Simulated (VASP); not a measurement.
# Zr (Im-3m) in VASP: notebook, part 2 of 2

VASP 6.6.1.

## Step 4: Single point, LDA, spin-orbit coupling, no magnetisation (cell strained at random at fixed volume)

INCAR

```
PREC = Accurate ; ENCUT = 520
EDIFF = 1E-6 ; ISMEAR = 1
SIGMA = 0.2 ; LREAL = F
LASPH = T ; NELM = 80
ALGO = Normal ; ISIF = 2
LWAVE = F ; LCHARG = T
MAGMOM = 0 0 0 ; LORBIT = 11
LSORBIT = T ; GGA_COMPAT = F
LMAXMIX = 4 ; LVHAR = T
NBANDS = 23
```

KPOINTS

```
regular mesh
0
Gamma
  7 7 7
```

POSCAR

```
Zr
1.0
   -1.8222120000      1.8345300000      1.8271570000
    1.7879010000     -1.8177290000      1.7760450000
    1.8197200000      1.8152370000     -1.8103560000
Zr
1
Direct
    0.0038040000     -0.0017650000      0.0007830000
```

Potentials or basis: VASP PAW LDA potentials, release 64 (Zr_sv).

Command:

```
$ cat potpaw_LDA.64/Zr_sv/POTCAR > POTCAR
$ mpirun -np 1 vasp_ncl > vasp.out
```

OUTCAR:

```text
PREC = Accurate
   ENCUT = 520
   EDIFF = 1E-6
   ISMEAR = 1
   LREAL = F
   LASPH = T
   NELM = 80
   ISIF = 2
   LORBIT = 11
   LSORBIT = T

 ion  position               nearest neighbor table
   1  0.004  0.998  0.001-

  LATTYP: Found a triclinic cell.
 ALAT       =     3.1238350325
 B/A-ratio  =     1.6494534300
 C/A-ratio  =     1.0064103483
 COS(alpha) =     0.0021744760
 COS(beta)  =     0.3389544966
 COS(gamma) =     0.8164602096

  Lattice vectors:

 A1 = (  -1.7854090000,  -1.8320380000,  -1.7928460000)
 A2 = (   0.0368030000,  -3.6665680000,  -3.6200030000)
 A3 = (  -1.8197200000,  -1.8152370000,   1.8103560000)

Analysis of symmetry for initial positions (statically):
=====================================================================
 Subroutine PRICEL returns:
 Original cell was already a primitive cell.

 Routine SETGRP: Setting up the symmetry group for a
 triclinic supercell.

 Subroutine GETGRP returns: Found  2 space group operations
 (whereof  1 operations were pure point group operations)
 out of a pool of  2 trial point group operations.

The static configuration has the point symmetry C_1 .
 The point group associated with its full space group is S_2 .

Analysis of symmetry for dynamics (positions and initial velocities):
=====================================================================
 Subroutine PRICEL returns:
 Original cell was already a primitive cell.

 Routine SETGRP: Setting up the symmetry group for a
 triclinic supercell.

 Subroutine GETGRP returns: Found  2 space group operations
 (whereof  1 operations were pure point group operations)
 out of a pool of  2 trial point group operations.

The dynamic configuration has the point symmetry C_1 .
 The point group associated with its full space group is S_2 .

Analysis of structural, dynamic, and magnetic symmetry:
=====================================================================
 Subroutine PRICEL returns:
 Original cell was already a primitive cell.

 Routine SETGRP: Setting up the symmetry group for a
 triclinic supercell.

 Subroutine GETGRP returns: Found  2 space group operations
 (whereof  1 operations were pure point group operations)
 out of a pool of  2 trial point group operations.

The overall configuration has the point symmetry C_1 .
 The point group associated with its full space group is S_2 .

 Subroutine INISYM returns: Found  2 space group operations
 (whereof  1 operations are pure point group operations),
 and found     1 'primitive' translations

----------------------------------------------------------------------------------------

                                     Primitive cell

[... 137 lines left out ...]

 E-fermi :   8.3554     XC(G=0): -11.2055

 val. band max:        8.3547915518   @ k =   0.4286   0.1429   0.2857
 cond. band min:       8.3596300631   @ k =   0.1429   0.1429   0.2857
 fundamental gap:      0.0048385114
 Fermi energy:         8.3553764652

 k-point     1 :       0.0000    0.0000    0.0000
  band No.  band energies     occupation
      1     -39.9508      1.00000
      2     -39.9505      1.00000
      3     -18.8333      1.00000
      4     -18.8332      1.00000
      5     -17.0466      1.00000
      6     -17.0464      1.00000
[... 613 lines left out ...]
     22      19.2514      0.00000
     23      20.2826      0.00000

 [... further k-points ...]

------------------------ aborting loop because EDIFF is reached ----------------------------------------

 total charge

# of ion       s       p       d       tot
------------------------------------------
    1        2.225   5.946   1.678   9.849

 magnetization (x)

# of ion       s       p       d       tot
------------------------------------------
    1        0.000   0.000   0.000   0.001

 magnetization (y)

# of ion       s       p       d       tot
------------------------------------------
    1        0.000  -0.000  -0.000  -0.000

 magnetization (z)

# of ion       s       p       d       tot
------------------------------------------
    1        0.000   0.000   0.000   0.000

  FORCE on cell =-STRESS in cart. coord.  units (eV):
  Direction    XX          YY          ZZ          XY          YZ          ZX
  --------------------------------------------------------------------------------------
  -------------------------------------------------------------------------------------
  Total       -1.3456188     -1.1506721     -1.3666256      0.0070600      0.0124853     -0.0139081
  in kB      -90.8943317    -77.7260050    -92.3133047      0.4768942      0.8433612     -0.9394688
  external PRESSURE =     -86.9778805 kB  Pullay stress =       0.0000000 kB

 VOLUME and BASIS-vectors are now :
 -----------------------------------------------------------------------------
  energy-cutoff  :      520.00
  volume of cell :       23.72
      direct lattice vectors                 reciprocal lattice vectors
    -1.822212000  1.834530000  1.827157000     0.002816058  0.272720186  0.276286106
     1.787901000 -1.817729000  1.776045000     0.279855128 -0.001098771  0.280200935
     1.819720000  1.815237000 -1.810356000     0.277393331  0.274173218  0.001363026

  length of vectors
     3.166142700  3.107259974  3.143859903     0.388224474  0.396021040  0.390025475

 FORCES acting on ions
    electron-ion (+dipol)            ewald-force                    non-local-force                 convergence-correction
 -----------------------------------------------------------------------------------------------
   -.654E-06 0.135E-05 -.184E-06   0.219E-14 -.146E-14 0.274E-14   0.000E+00 -.169E-20 0.000E+00   -.473E-08 0.375E-08 -.369E-08
 -----------------------------------------------------------------------------------------------
   -.654E-06 0.135E-05 -.184E-06   0.219E-14 -.146E-14 0.274E-14   0.000E+00 -.169E-20 0.000E+00   -.473E-08 0.375E-08 -.369E-08

 POSITION                                       TOTAL-FORCE (eV/Angst)
 -----------------------------------------------------------------------------------
      1.77924     -1.80612      1.77844         0.000000      0.000000      0.000000
 -----------------------------------------------------------------------------------
    total drift:                               -0.000001      0.000001     -0.000000

--------------------------------------------------------------------------------------------------------

  FREE ENERGIE OF THE ION-ELECTRON SYSTEM (eV)
  ---------------------------------------------------
  free  energy   TOTEN  =        -9.1937993976 eV

  energy  without entropy=       -9.1760451392  energy(sigma->0) =       -9.18788131

--------------------------------------------------------------------------------------------------------

--------------------------------------------------------------------------------------------------------

 Spin-Orbit-Coupling matrix elements

 Ion:    1  E_soc:     -0.1505107
 l=   1
     0.0000000    -0.0243208    -0.0243200
    -0.0243208     0.0000000    -0.0243361
    -0.0243200    -0.0243361     0.0000000
 l=   2
     0.0000000    -0.0001353     0.0000000    -0.0001356    -0.0006260
    -0.0001353     0.0000000    -0.0004688    -0.0001357    -0.0001570
     0.0000000    -0.0004688     0.0000000    -0.0004649     0.0000000
    -0.0001356    -0.0001357    -0.0004649     0.0000000    -0.0001552
    -0.0006260    -0.0001570     0.0000000    -0.0001552     0.0000000
 l=   3
     0.0000000     0.0000000     0.0000000     0.0000000     0.0000000     0.0000000     0.0000000
     0.0000000     0.0000000     0.0000000     0.0000000     0.0000000     0.0000000     0.0000000
     0.0000000     0.0000000     0.0000000     0.0000000     0.0000000     0.0000000     0.0000000
     0.0000000     0.0000000     0.0000000     0.0000000     0.0000000     0.0000000     0.0000000
     0.0000000     0.0000000     0.0000000     0.0000000     0.0000000     0.0000000     0.0000000
     0.0000000     0.0000000     0.0000000     0.0000000     0.0000000     0.0000000     0.0000000
     0.0000000     0.0000000     0.0000000     0.0000000     0.0000000     0.0000000     0.0000000

 total charge

# of ion       s       p       d       tot
------------------------------------------
    1        2.225   5.946   1.678   9.849

 magnetization (x)

# of ion       s       p       d       tot
------------------------------------------
    1        0.000   0.000   0.000   0.001

 magnetization (y)

# of ion       s       p       d       tot
------------------------------------------
    1        0.000  -0.000  -0.000  -0.000

 magnetization (z)

# of ion       s       p       d       tot
------------------------------------------
    1        0.000   0.000   0.000   0.000

=======================================================================
```

Wall time 1.9 min (1 thread of Intel Xeon Platinum 8488C (Sapphire Rapids), shared host); peak memory 0.25 GiB.

Results:

```yaml
Free_energy: -9.1938 eV
Pressure: -8.7 GPa
Valence_electrons_inside_the_program's_atomic_spheres: Zr 9.85
```

## Step 5: Single point, PBE

INCAR

```
ALGO = Normal ; EDIFF = 1E-7
ENCUT = 500 ; GGA = PE
ISIF = 2 ; ISMEAR = 0
LASPH = True ; LCHARG = False
LREAL = False ; LWAVE = False
NBANDS = 12 ; NELM = 100
PREC = Accurate ; SIGMA = 0.1
```

KPOINTS

```
k-points
0
Gamma
  10 10 10
```

POSCAR

```
Zr
1.0
   -1.8100000000      1.8100000000      1.8100000000
    1.8100000000     -1.8100000000      1.8100000000
    1.8100000000      1.8100000000     -1.8100000000
Zr
1
Cartesian
    0.0000000000      0.0000000000      0.0000000000
```

Potentials or basis: VASP PAW PBE potentials, release 64 (Zr_sv).

Command:

```
$ cat potpaw_PBE.64/Zr_sv/POTCAR > POTCAR
$ mpirun -np 1 vasp_std > vasp.out
```

OUTCAR:

```text
EDIFF = 1E-7
   ENCUT = 500
   GGA = PE
   ISIF = 2
   ISMEAR = 0
   LASPH = True
   LREAL = False
   NELM = 100
   PREC = Accurate

 ion  position               nearest neighbor table
   1  0.000  0.000  0.000-

  LATTYP: Found a body centered cubic cell.
 ALAT       =     3.6200000000

  Lattice vectors:

 A1 = (  -1.8100000000,   1.8100000000,   1.8100000000)
 A2 = (   1.8100000000,  -1.8100000000,   1.8100000000)
 A3 = (   1.8100000000,   1.8100000000,  -1.8100000000)

[... 790 lines left out ...]
      2     -18.2122      2.00000
      3     -18.2122      2.00000
      4     -17.8347      2.00000
      5       7.1849      2.00000
      6       7.1849      2.00000
      7       8.9184      0.00000
      8      12.5400      0.00000
      9      12.5400      0.00000
     10      17.2002      0.00000
     11      17.7626      0.00000
     12      17.7626      0.00000

 [... further k-points ...]
[... 5 lines left out ...]
  --------------------------------------------------------------------------------------
  -------------------------------------------------------------------------------------
  Total       -0.4944865     -0.4944865     -0.4944865      0.0000000      0.0000000      0.0000000
  in kB      -33.4017580    -33.4017580    -33.4017580      0.0000000      0.0000000      0.0000000
  external PRESSURE =     -33.4017580 kB  Pullay stress =       0.0000000 kB

 VOLUME and BASIS-vectors are now :
 -----------------------------------------------------------------------------
  energy-cutoff  :      500.00
  volume of cell :       23.72
      direct lattice vectors                 reciprocal lattice vectors
    -1.810000000  1.810000000  1.810000000     0.000000000  0.276243094  0.276243094
     1.810000000 -1.810000000  1.810000000     0.276243094  0.000000000  0.276243094
     1.810000000  1.810000000 -1.810000000     0.276243094  0.276243094  0.000000000

 POSITION                                       TOTAL-FORCE (eV/Angst)
 -----------------------------------------------------------------------------------
      0.00000      0.00000      0.00000         0.000000     -0.000000     -0.000000
 -----------------------------------------------------------------------------------
    total drift:                                0.000000      0.000000      0.000000

  FREE ENERGIE OF THE ION-ELECTRON SYSTEM (eV)
  ---------------------------------------------------
  free  energy   TOTEN  =        -8.4338130968 eV

  energy  without entropy=       -8.4232634966  energy(sigma->0) =       -8.42853830
```

Run time: 7 s. Hardware: 1 thread of Intel Xeon Platinum 8488C (Sapphire Rapids), shared host; peak memory 0.14 GiB.

Results:

```yaml
Free_energy: -8.4338 eV
Pressure: -3.3 GPa
Band_gap_on_the_k_mesh: none (metal or under the smearing width)
```

## Step 6: Single point, PBE

run.py

```python
from ase.calculators.vasp import Vasp
from ase.dft.bandgap import bandgap
from ase.io import read

atoms = read('Zr.xyz')
calc = Vasp(
    directory='calc',
    xc='pbe',
    pp='PBE',
    setups='minimal',
    prec='Accurate',
    encut=500,
    ediff=1e-06,
    ismear=0,
    sigma=0.1,
    lreal=False,
    lasph=True,
    nelm=80,
    algo='Normal',
    isif=2,
    lwave=False,
    lcharg=False,
    kpts=[10, 10, 10],
    gamma=True,
)
atoms.calc = calc

print('energy (eV):', atoms.get_potential_energy())
print('free energy (eV):', atoms.get_potential_energy(force_consistent=True))
print('forces (eV/A):')
print(atoms.get_forces())
print('stress (eV/A^3, Voigt):', atoms.get_stress())
print('Fermi level (eV):', calc.get_fermi_level())
gap, top, bottom = bandgap(calc)
print('band gap (eV):', gap, 'from (spin, k, band)', top, 'to', bottom)
```

Zr.xyz

```xyz
1
Lattice="-1.8100000000 1.8100000000 1.8100000000 1.8100000000 -1.8100000000 1.8100000000 1.8100000000 1.8100000000 -1.8100000000" Properties=species:S:1:pos:R:3 pbc="T T T"
Zr     0.0000000000      0.0000000000      0.0000000000
```

Potentials or basis: VASP PAW PBE potentials, release 64 (Zr_sv).

Command:

```
$ python run.py
```

Log:

```text
energy (eV): -8.42853823
free energy (eV): -8.4338131
forces (eV/A):
[[-0.  0.  0.]]
stress (eV/A^3, Voigt): [ 0.02083313  0.02083313  0.02083313  0.         -0.         -0.        ]
Fermi level (eV): 8.56183169
band gap (eV): 0.0 from (spin, k, band) (None, None, None) to (None, None, None)
```

OUTCAR:

```text
ENCUT = 500.000000
   EDIFF = 1.00e-06
   GGA = PE
   PREC = Accurate
   ISIF = 2
   ISMEAR = 0
   NELM = 80
   LASPH = .TRUE.
   LREAL = .FALSE.

 ion  position               nearest neighbor table
   1  0.000  0.000  0.000-

  LATTYP: Found a body centered cubic cell.
 ALAT       =     3.6200000000

  Lattice vectors:

 A1 = (  -1.8100000000,   1.8100000000,   1.8100000000)
 A2 = (   1.8100000000,  -1.8100000000,   1.8100000000)
 A3 = (   1.8100000000,   1.8100000000,  -1.8100000000)

Analysis of symmetry for initial positions (statically):
=====================================================================
 Subroutine PRICEL returns:
 Original cell was already a primitive cell.

 Routine SETGRP: Setting up the symmetry group for a
 body centered cubic supercell.

 Subroutine GETGRP returns: Found 48 space group operations
 (whereof 48 operations were pure point group operations)
 out of a pool of 48 trial point group operations.

The static configuration has the point symmetry O_h .

Analysis of symmetry for dynamics (positions and initial velocities):
=====================================================================
[... 180 lines left out ...]

 val. band max:        8.5203366438   @ k =   0.2000   0.2000   0.0000
 cond. band min:       8.5904952319   @ k =   0.3000   0.2000   0.1000
 fundamental gap:      0.0701585881
 Fermi energy:         8.5618316906

 k-point     1 :       0.0000    0.0000    0.0000
  band No.  band energies     occupation
      1     -40.0178      2.00000
      2     -17.5569      2.00000
      3     -17.5569      2.00000
      4     -17.5569      2.00000
      5       3.1715      2.00000
      6       9.6248      0.00000
      7       9.6248      0.00000
      8       9.6248      0.00000
      9      12.0448      0.00000
     10      12.0448      0.00000
[... 495 lines left out ...]
 k-point    40 :      -0.4000   -0.4000    0.2000
  band No.  band energies     occupation
      1     -39.8242      2.00000
      2     -18.2121      2.00000
      3     -18.2121      2.00000
      4     -17.8346      2.00000
      5       7.1849      2.00000
      6       7.1849      2.00000
      7       8.9185      0.00000
      8      12.5400      0.00000
      9      12.5400      0.00000
     10      17.2013      0.00000

 [... further k-points ...]
[... 5 lines left out ...]
  --------------------------------------------------------------------------------------
  -------------------------------------------------------------------------------------
  Total       -0.4941400     -0.4941400     -0.4941400      0.0000000     -0.0000000      0.0000000
  in kB      -33.3783477    -33.3783477    -33.3783477      0.0000000     -0.0000000      0.0000000
  external PRESSURE =     -33.3783477 kB  Pullay stress =       0.0000000 kB

 VOLUME and BASIS-vectors are now :
 -----------------------------------------------------------------------------
  energy-cutoff  :      500.00
  volume of cell :       23.72
      direct lattice vectors                 reciprocal lattice vectors
    -1.810000000  1.810000000  1.810000000     0.000000000  0.276243094  0.276243094
     1.810000000 -1.810000000  1.810000000     0.276243094  0.000000000  0.276243094
     1.810000000  1.810000000 -1.810000000     0.276243094  0.276243094  0.000000000

 POSITION                                       TOTAL-FORCE (eV/Angst)
 -----------------------------------------------------------------------------------
      0.00000      0.00000      0.00000        -0.000000      0.000000      0.000000
 -----------------------------------------------------------------------------------
    total drift:                                0.000000      0.000000     -0.000000

  FREE ENERGIE OF THE ION-ELECTRON SYSTEM (eV)
  ---------------------------------------------------
  free  energy   TOTEN  =        -8.4338130976 eV

  energy  without entropy=       -8.4232633715  energy(sigma->0) =       -8.42853823
```

INCAR:

```text
ENCUT = 500.000000
SIGMA = 0.100000
EDIFF = 1.00e-06
ALGO = Normal
GGA = PE
PREC = Accurate
ISIF = 2
ISMEAR = 0
NELM = 80
LASPH = .TRUE.
LCHARG = .FALSE.
LWAVE = .FALSE.
LREAL = .FALSE.
```

Wall time 9.9 s (1 thread of Intel Xeon Platinum 8488C (Sapphire Rapids), shared host); peak memory 0.13 GiB.

Results:

```
Free energy            : -8.4338 eV
Pressure               : -3.3 GPa
Band gap on the k mesh : none (metal or under the smearing width)
```

Levels at points of the mesh, in eV from the Fermi level:
```csv
k point,band 3,band 4,band 5,band 6,band 7,band 8,band 9,band 10
"(0.00, 0.00, 0.00)",-26.12,-26.12,-5.39,1.06,1.06,1.06,3.48,3.48
"(0.50, 0.00, 0.00)",-26.41,-26.13,-2.78,-0.68,1.46,3.46,4.12,6.11
"(0.50, 0.50, 0.50)",-26.75,-26.75,-2.51,-2.51,5.46,5.46,5.46,7.21
```

## Step 7: For comparison

An earlier run on the cell as given: functional PBE; potentials or basis VASP PAW PBE potentials, release 64 (Zr_sv); cutoff 520 eV; k mesh 10 × 10 × 10; occupations fermi-dirac, width 0.05 eV; no spin polarisation.

- Pressure: -3.3 GPa
- Band gap on the k mesh: none (metal or under the smearing width)

## Step 8: The runs side by side

```csv
level,potentials or basis,spin,cell,k mesh,cutoff (eV),smearing,gap on the mesh (eV),pressure (GPa)
LDA,"VASP PAW LDA potentials, release 54 (Zr_sv)",off,as given,10 × 10 × 10,520,gaussian 0.02 eV,none,-10.1
LDA,"VASP PAW LDA potentials, release 64 (Zr_sv)","SOC, no magnetisation",cell strained at random at fixed volume,7 × 7 × 7,520,methfessel-paxton 0.2 eV,-,-8.7
PBE,"VASP PAW PBE potentials, release 64 (Zr_sv)",off,as given,10 × 10 × 10,500,gaussian 0.1 eV,none,-3.3
PBE,"VASP PAW PBE potentials, release 64 (Zr_sv)",off,as given,10 × 10 × 10,520,fermi-dirac 0.05 eV,none,-3.3
```

Alike in all rows: task single point.

Total energies depend on the potentials used, so only differences within one code and one set of settings carry meaning.
